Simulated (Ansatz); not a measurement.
# 96-atom supercell of antifluorite Mg2Ge

Wanted: energy, pressure and frontier levels of the defect-free cell (PBEsol, HSE06 and r²SCAN).

Program: Ansatz 0.2.0, PAW, plane waves. These are calculated values, not measurements.

## 1. Starting point

96 atoms (64 Mg, 32 Ge); a = 12.727 Å, b = 12.727 Å, c = 12.727 Å, α = 90.00°, β = 90.00°, γ = 90.00°.

The runs, in order: (2) PBEsol single point at the Γ point alone, on 1 × NVIDIA GB300 Max-Q with 8 threads of Arm Neoverse-V2; (3) HSE06 single point at the Γ point alone, on 1 × NVIDIA GB300 Max-Q with 8 threads of Arm Neoverse-V2; (4) r²SCAN single point at the Γ point alone, on 1 × NVIDIA GB300 Max-Q with 8 threads of Arm Neoverse-V2.

## 2. PBEsol single point

in.yaml reads:

```yaml
crystal:
  lattice:
    - [12.727391, 0.000000, 0.000000]
    - [0.000000, 12.727391, 0.000000]
    - [0.000000, 0.000000, 12.727391]
  atoms:
    - { symbol: Mg, position: [0.375000, 0.125000, 0.125000] }
    - { symbol: Mg, position: [0.375000, 0.125000, 0.625000] }
    - { symbol: Mg, position: [0.375000, 0.625000, 0.125000] }
    - { symbol: Mg, position: [0.375000, 0.625000, 0.625000] }
    - { symbol: Mg, position: [0.875000, 0.125000, 0.125000] }
    - { symbol: Mg, position: [0.875000, 0.125000, 0.625000] }
    - { symbol: Mg, position: [0.875000, 0.625000, 0.125000] }
    - { symbol: Mg, position: [0.875000, 0.625000, 0.625000] }
    - { symbol: Mg, position: [0.125000, 0.375000, 0.125000] }
    - { symbol: Mg, position: [0.125000, 0.375000, 0.625000] }
    - { symbol: Mg, position: [0.125000, 0.875000, 0.125000] }
    - { symbol: Mg, position: [0.125000, 0.875000, 0.625000] }
    - { symbol: Mg, position: [0.625000, 0.375000, 0.125000] }
    - { symbol: Mg, position: [0.625000, 0.375000, 0.625000] }
    - { symbol: Mg, position: [0.625000, 0.875000, 0.125000] }
    - { symbol: Mg, position: [0.625000, 0.875000, 0.625000] }
    - { symbol: Mg, position: [0.125000, 0.125000, 0.375000] }
    - { symbol: Mg, position: [0.125000, 0.125000, 0.875000] }
    - { symbol: Mg, position: [0.125000, 0.625000, 0.375000] }
    - { symbol: Mg, position: [0.125000, 0.625000, 0.875000] }
    - { symbol: Mg, position: [0.625000, 0.125000, 0.375000] }
    - { symbol: Mg, position: [0.625000, 0.125000, 0.875000] }
    - { symbol: Mg, position: [0.625000, 0.625000, 0.375000] }
    - { symbol: Mg, position: [0.625000, 0.625000, 0.875000] }
    - { symbol: Mg, position: [0.125000, 0.125000, 0.125000] }
    - { symbol: Mg, position: [0.125000, 0.125000, 0.625000] }
    - { symbol: Mg, position: [0.125000, 0.625000, 0.125000] }
    - { symbol: Mg, position: [0.125000, 0.625000, 0.625000] }
    - { symbol: Mg, position: [0.625000, 0.125000, 0.125000] }
    - { symbol: Mg, position: [0.625000, 0.125000, 0.625000] }
    - { symbol: Mg, position: [0.625000, 0.625000, 0.125000] }
    - { symbol: Mg, position: [0.625000, 0.625000, 0.625000] }
    - { symbol: Mg, position: [0.375000, 0.375000, 0.375000] }
    - { symbol: Mg, position: [0.375000, 0.375000, 0.875000] }
    - { symbol: Mg, position: [0.375000, 0.875000, 0.375000] }
    - { symbol: Mg, position: [0.375000, 0.875000, 0.875000] }
    - { symbol: Mg, position: [0.875000, 0.375000, 0.375000] }
    - { symbol: Mg, position: [0.875000, 0.375000, 0.875000] }
    - { symbol: Mg, position: [0.875000, 0.875000, 0.375000] }
    - { symbol: Mg, position: [0.875000, 0.875000, 0.875000] }
    - { symbol: Mg, position: [0.375000, 0.375000, 0.125000] }
    - { symbol: Mg, position: [0.375000, 0.375000, 0.625000] }
    - { symbol: Mg, position: [0.375000, 0.875000, 0.125000] }
    - { symbol: Mg, position: [0.375000, 0.875000, 0.625000] }
    - { symbol: Mg, position: [0.875000, 0.375000, 0.125000] }
    - { symbol: Mg, position: [0.875000, 0.375000, 0.625000] }
    - { symbol: Mg, position: [0.875000, 0.875000, 0.125000] }
    - { symbol: Mg, position: [0.875000, 0.875000, 0.625000] }
    - { symbol: Mg, position: [0.375000, 0.125000, 0.375000] }
    - { symbol: Mg, position: [0.375000, 0.125000, 0.875000] }
    - { symbol: Mg, position: [0.375000, 0.625000, 0.375000] }
    - { symbol: Mg, position: [0.375000, 0.625000, 0.875000] }
    - { symbol: Mg, position: [0.875000, 0.125000, 0.375000] }
    - { symbol: Mg, position: [0.875000, 0.125000, 0.875000] }
    - { symbol: Mg, position: [0.875000, 0.625000, 0.375000] }
    - { symbol: Mg, position: [0.875000, 0.625000, 0.875000] }
    - { symbol: Mg, position: [0.125000, 0.375000, 0.375000] }
    - { symbol: Mg, position: [0.125000, 0.375000, 0.875000] }
    - { symbol: Mg, position: [0.125000, 0.875000, 0.375000] }
    - { symbol: Mg, position: [0.125000, 0.875000, 0.875000] }
    - { symbol: Mg, position: [0.625000, 0.375000, 0.375000] }
    - { symbol: Mg, position: [0.625000, 0.375000, 0.875000] }
    - { symbol: Mg, position: [0.625000, 0.875000, 0.375000] }
    - { symbol: Mg, position: [0.625000, 0.875000, 0.875000] }
    - { symbol: Ge, position: [0.000000, 0.000000, 0.000000] }
    - { symbol: Ge, position: [0.000000, 0.000000, 0.500000] }
    - { symbol: Ge, position: [0.000000, 0.500000, 0.000000] }
    - { symbol: Ge, position: [0.000000, 0.500000, 0.500000] }
    - { symbol: Ge, position: [0.500000, 0.000000, 0.000000] }
    - { symbol: Ge, position: [0.500000, 0.000000, 0.500000] }
    - { symbol: Ge, position: [0.500000, 0.500000, 0.000000] }
    - { symbol: Ge, position: [0.500000, 0.500000, 0.500000] }
    - { symbol: Ge, position: [0.250000, 0.250000, 0.000000] }
    - { symbol: Ge, position: [0.250000, 0.250000, 0.500000] }
    - { symbol: Ge, position: [0.250000, 0.750000, 0.000000] }
    - { symbol: Ge, position: [0.250000, 0.750000, 0.500000] }
    - { symbol: Ge, position: [0.750000, 0.250000, 0.000000] }
    - { symbol: Ge, position: [0.750000, 0.250000, 0.500000] }
    - { symbol: Ge, position: [0.750000, 0.750000, 0.000000] }
    - { symbol: Ge, position: [0.750000, 0.750000, 0.500000] }
    - { symbol: Ge, position: [0.250000, 0.000000, 0.250000] }
    - { symbol: Ge, position: [0.250000, 0.000000, 0.750000] }
    - { symbol: Ge, position: [0.250000, 0.500000, 0.250000] }
    - { symbol: Ge, position: [0.250000, 0.500000, 0.750000] }
    - { symbol: Ge, position: [0.750000, 0.000000, 0.250000] }
    - { symbol: Ge, position: [0.750000, 0.000000, 0.750000] }
    - { symbol: Ge, position: [0.750000, 0.500000, 0.250000] }
    - { symbol: Ge, position: [0.750000, 0.500000, 0.750000] }
    - { symbol: Ge, position: [0.000000, 0.250000, 0.250000] }
    - { symbol: Ge, position: [0.000000, 0.250000, 0.750000] }
    - { symbol: Ge, position: [0.000000, 0.750000, 0.250000] }
    - { symbol: Ge, position: [0.000000, 0.750000, 0.750000] }
    - { symbol: Ge, position: [0.500000, 0.250000, 0.250000] }
    - { symbol: Ge, position: [0.500000, 0.250000, 0.750000] }
    - { symbol: Ge, position: [0.500000, 0.750000, 0.250000] }
    - { symbol: Ge, position: [0.500000, 0.750000, 0.750000] }
kpoints:
  mp_grid: { grid: [1, 1, 1] }
hamiltonian:
  xc: pbesol
scf:
  occupations: { method: fermi_dirac, width: 0.01 }
output:
  forces: true
  eigenvalues: true
  stress: true
  populations: true
  eigenstates: { kpoints: [[0, 0, 0]], e_range: [-6.0, 6.0], localisation: true }
```

On the command line:

```sh
> ansatz run in.yaml --threads 8 --pin off --max-ram 118750MiB --runs-dir r --events-out ev --progress --plain --backend cuda --devices 0,
```

## 3. Single point with HSE06

in.yaml: that of step 2 with these lines changed.

```diff
@@ -105,3 +105,3 @@
 hamiltonian:
-  xc: pbesol
+  xc: hse06
 scf:
@@ -111,3 +111,2 @@
   eigenvalues: true
-  stress: true
   populations: true
```

## 4. Single point with r²SCAN

in.yaml: that of step 3 with these lines changed.

```diff
@@ -105,3 +105,3 @@
 hamiltonian:
-  xc: hse06
+  xc: r2scan
 scf:
```

Q: Predict the outcome of this session. Wanted: for each run, top filled to lowest empty; energy; pressure.

The runs gave:

```
 level        time  top filled to lowest empty (eV)  energy (eV/atom)  pressure (GPa)
PBEsol   5 s (GPU)                             none        -2692.7533           -0.28
 HSE06  82 s (GPU)                             0.50        -2714.9340               -
r²SCAN   7 s (GPU)                             0.41        -2718.8726               -
```

At the same k points, r²SCAN gives a spacing 0.10 eV smaller than the 0.50 eV of HSE06. Exact exchange costs time: HSE06 ran about 16 times as long as PBEsol on the same kind of device. PBEsol leaves levels partly filled (a spacing under the smearing width does that too), while HSE06 opens a spacing of 0.50 eV. No spin–orbit coupling is included; with elements this heavy it would shift the edges. With one k point the spacing samples only the states that fold onto it, so it can exceed the gap over the zone.
